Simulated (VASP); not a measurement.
Set up this calculation in VASP 6.6.1, as the native input.

- Task: single point
- Functional: PBE
- Potentials or basis: VASP PAW PBE potentials, release 64 (Cd, Se)
- Cutoff: 520 eV
- k mesh: 8 × 8 × 8
- Occupations: fermi-dirac, width 0.05 eV
- Spin: no spin polarisation
- Dipole correction: no
- Further INCAR settings: ALGO = Fast; EDIFF = 1e-06; NBANDS = 16

The structure of CdSe lies in POSCAR:

```
CdSe
1.0
    0.0000000000      2.8739580000      2.8739580000
    2.8739580000      0.0000000000      2.8739580000
    2.8739580000      2.8739580000      0.0000000000
Cd Se
1 1
Direct
    0.0000000000      0.0000000000      0.0000000000
    0.5000000000      0.5000000000      0.5000000000
```

Measurements of this composition are mostly on another form, of space group No. 186.

The input as run:

INCAR

```
ALGO     = Fast           # electronic algorithm
EDIFF    = 1E-6           # SCF threshold, eV
ENCUT    = 520            # plane-wave cutoff, eV
GGA      = PE             # functional
ISIF     = 2              # what is computed and relaxed
ISMEAR   = -1             # smearing method
LASPH    = True           # aspherical terms in the spheres
LCHARG   = False          # write CHGCAR
LREAL    = False          # projectors in reciprocal space
LWAVE    = False          # write WAVECAR
NBANDS   = 16             # bands
NELM     = 60             # most SCF steps
PREC     = Accurate       # precision mode
SIGMA    = 0.05           # smearing width, eV
```

KPOINTS

```
k-points
0
Gamma
  8 8 8
```

Potentials or basis: VASP PAW PBE potentials, release 64 (Cd, Se).

Command:

```console
$ cat potpaw_PBE.64/Cd/POTCAR potpaw_PBE.64/Se/POTCAR > POTCAR
$ mpirun -np 1 vasp_std > vasp.out
```

It gave:

```
Pressure               : 0.0 GPa
Band gap on the k mesh : none (metal or under the smearing width)
```

It took 21 s on 1 thread of Intel(R) Xeon(R) Platinum 8375C CPU @ 2.90GHz (Ice Lake), on a shared host, peak memory 0.17 GiB.
